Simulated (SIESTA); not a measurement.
The system is NiSb (Breithauptite).

```xyz
4
Lattice="3.9280 0.0000 0.0000 -1.9640 3.4017 0.0000 0.0000 0.0000 5.1200" Properties=species:S:1:pos:R:3 pbc="T T T"
Sb    1.9640    1.1339    3.8400
Sb    0.0000    2.2678    1.2800
Ni    0.0000    0.0000    2.5600
Ni    0.0000    0.0000    0.0000
```

Base run:

| Quantity | Value |
| --- | --- |
| Program | SIESTA 5.4.2 |
| Functional | PW91 |
| Potentials or basis | PseudoDojo 0.4 standard (PBE files) |
| Basis | DZP (energy shift 0.003 Ry; two zetas on semicore shells) |
| Grid cutoff | 800 Ry |
| Energy shift | 0.003 Ry |
| k mesh | 6 × 6 × 4 |
| Occupations | fermi-dirac, width 0.05 eV |
| Spin | collinear spin, ferromagnetic start |
| Starting moments | [0.0, 0.0, 1.0, 1.0] μB |

Its results: band gap on the k mesh none (metal or under the smearing width); pressure 5.6 GPa; net moment 0.00 μB per cell.

Task: After a change of settings the same cell gave: band gap on the k mesh none (metal or under the smearing width); pressure 8.5 GPa; net moment 0.00 μB per cell. Which change was it?
A. functional from PW91 to PBEsol; potentials or basis from PseudoDojo 0.4 standard (PBE files) to PseudoDojo 0.4 standard (PBEsol files)
B. functional from PW91 to WC; potentials or basis from PseudoDojo 0.4 standard (PBE files) to PseudoDojo 0.4 standard (PBEsol files)
C. functional from PW91 to PBE
D. functional from PW91 to RPBE

Result: D.

RPBE binds less tightly than PW91, so the same cell stands under more pressure.

Caveats: short orbitals over semicore shells can move pressures by several GPa; the potentials were made for another functional, which shifts forces and pressure; the basis of atomic orbitals isn't converged, which shifts pressures, moduli and gaps.
